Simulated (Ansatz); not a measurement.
MgF₂ — electric field gradients

The cell is a computed structure from the Materials Project (it need not be an observed phase), whose atoms a relaxation with PBE at fixed cell left in place.

Space group P4_2/mnm (No. 136); a = 4.6152, c = 3.0478 Å.

```
site  Wyckoff  site symmetry       x       y       z
  Mg       2a           m.mm  0.5000  0.5000  0.5000
   F       4f           m.2m  0.6971  0.6971  0.0000
```

One atom of each set is listed.

Level of theory: DFT, PBE, plane waves and PAW, scalar-relativistic, 420 eV cutoff, Γ-centred 7×7×11 k-points, Fermi–Dirac smearing 0.01 eV (Ansatz 0.2.0).

Conventions: |V_zz| ≥ |V_yy| ≥ |V_xx|, η = (V_xx − V_yy)/V_zz, C_Q = eQV_zz/h. ν_Q = 3|C_Q|/[2I(2I − 1)].

25Mg: I = 5/2, Q = 199.4 mb. Q values from Pyykkö, Mol. Phys. 116, 1328 (2018).

| site | atoms | first shell | C_Q (MHz) | η | ν_Q (MHz) |
| --- | --- | --- | --- | --- | --- |
| Mg | 2 | 6 F at 1.98–1.99 Å | 3.61 | 0.19 | 0.542 |

F has no stable isotope with a ground-state quadrupole moment in the table, so these sites are left out.

At this cell the PBE pressure is 5 GPa, so with PBE the cell would grow if it were relaxed. The entry's cell may itself be off.
